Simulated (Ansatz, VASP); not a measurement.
Two plane-wave programs on Al3Cu

File INCAR:

```
SYSTEM = Al3Cu
PREC = Accurate
ENCUT = 520
EDIFF = 1E-7
ISMEAR = -1
SIGMA = 0.05
LREAL = .FALSE.
LASPH = .TRUE.
NELM = 60
ALGO = Normal
ISIF = 2
LWAVE = .FALSE.
LCHARG = .FALSE.
GGA = B5
ALDAX = 1.0
AGGAX = 1.0
AGGAC = 1.0
ALDAC = 0.0
NBANDS = 18
```

KPOINTS

```
Automatic mesh
0
G
  7 7 7
  0 0 0
```

Contents of POSCAR:

```
Al3Cu
1.0
    3.9241510000      0.0000000000      0.0000000000
    0.0000000000      3.9241510000      0.0000000000
    0.0000000000      0.0000000000      3.9241510000
Al Cu
3 1
Direct
    0.0000000000      0.5000000000      0.5000000000
    0.5000000000      0.0000000000      0.5000000000
    0.5000000000      0.5000000000      0.0000000000
    0.0000000000      0.0000000000      0.0000000000
```

Input for Ansatz:

```yaml
crystal:
  lattice:
    - [3.924151, 0.0, 0.0]
    - [0.0, 3.924151, 0.0]
    - [0.0, 0.0, 3.924151]
  atoms:
    - { symbol: Al, position: [0.0, 0.5, 0.5] }
    - { symbol: Al, position: [0.5, 0.0, 0.5] }
    - { symbol: Al, position: [0.5, 0.5, 0.0] }
    - { symbol: Cu, position: [0.0, 0.0, 0.0] }
kpoints:
  mp_grid:
    grid: [7, 7, 7]
hamiltonian:
  xc: blyp
scf:
  occupations:
    method: fermi_dirac
    width: 0.05
output:
  stress: true
```

The cell comes from a database or a generator and needn't be the stable form of this composition.

Alike in both runs: task single point; functional BLYP; k mesh 7 × 7 × 7; occupations fermi-dirac, width 0.05 eV; no spin polarisation.

|  | VASP | Ansatz |
| --- | --- | --- |
| version | VASP 6.6.1 | Ansatz 0.2.0 |
| potentials or method | VASP PAW PBE potentials, release 64 (Al, Cu) | plane waves, PAW |
| plane-wave cutoff (eV) | 520 | 420 |
| valence electrons in the cell | 20 | 28 |

|  | VASP | Ansatz | Ansatz less VASP |
| --- | --- | --- | --- |
| pressure (GPa) | 4.2 | 3.9 | -0.27 |

With one functional, cell and mesh, what is left measures potentials, basis and numerics. The two sets of potentials don't hold the same shells in valence.

Caveats: the PAW data sets were made with another functional, which shifts forces and pressure a little (VASP).
